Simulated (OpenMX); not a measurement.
## CdS (Greenockite) under changes of volume

One of the cells (25.121 Å³/atom); the others are scaled copies at fixed shape and fractional positions:

```
CELL_PARAMETERS angstrom
4.15000 0.00000 0.00000
-2.07500 3.59401 0.00000
0.00000 0.00000 6.73700
ATOMIC_POSITIONS crystal
Cd 0.66667 0.33333 0.50000
Cd 0.33333 0.66667 0.00000
S 0.66667 0.33333 0.87500
S 0.33333 0.66667 0.37500
```

| Quantity | Value |
| --- | --- |
| Program | OpenMX 3.8.5 |
| Functional | LDA |
| Potentials or basis | OpenMX 2013 LDA set, Cd7.0-s3p2d2, S7.0-s2p2d1f1, fixed grid of 48 × 48 × 90 points |
| k mesh | 7 × 7 × 5 |
| Occupations | fermi-dirac, width 0.05 eV |
| Spin | no spin polarisation |

| volume (Å³/atom) | energy over the lowest point (meV/atom) | gap on the mesh (eV) | largest force (eV/Å) |
| --- | --- | --- | --- |
| 23.614 | 1.46 | 1.25 | 0.091 |
| 24.116 | 0.00 | 1.19 | 0.087 |
| 24.618 | 2.81 | 1.13 | 0.083 |
| 25.121 | 9.49 | 1.07 | 0.077 |
| 25.623 | ? | ? | ? |
| 26.126 | 32.66 | 0.95 | 0.069 |
| 26.628 | 48.46 | 0.90 | 0.063 |

Task: What does the run at 25.623 Å³/atom give?

Result: Energy over the lowest point 19.63 meV/atom; gap on the mesh 1.01 eV; largest force 0.073 eV/Å.

Worked out: A Birch-Murnaghan fit of order 3 (a polynomial in V^(-2/3)) to the other rows has its minimum at 24.03 Å³/atom with B0 = V·E''(V) = 67 GPa and B' = 4.5 at fixed shape and positions, which overstates the stiffness. It gives 19.54 meV/atom at 25.623 Å³/atom, against the run's 19.63. A straight line through the other rows of the gap, of slope -2.94 eV per unit of ln V (its deformation potential), gives 1.01 eV, against the run's 1.01.

Energies are extrapolated to zero smearing.

Caveats: the basis of atomic orbitals isn't converged, which shifts pressures, moduli and gaps.

Spin-orbit coupling on Cd is left out.
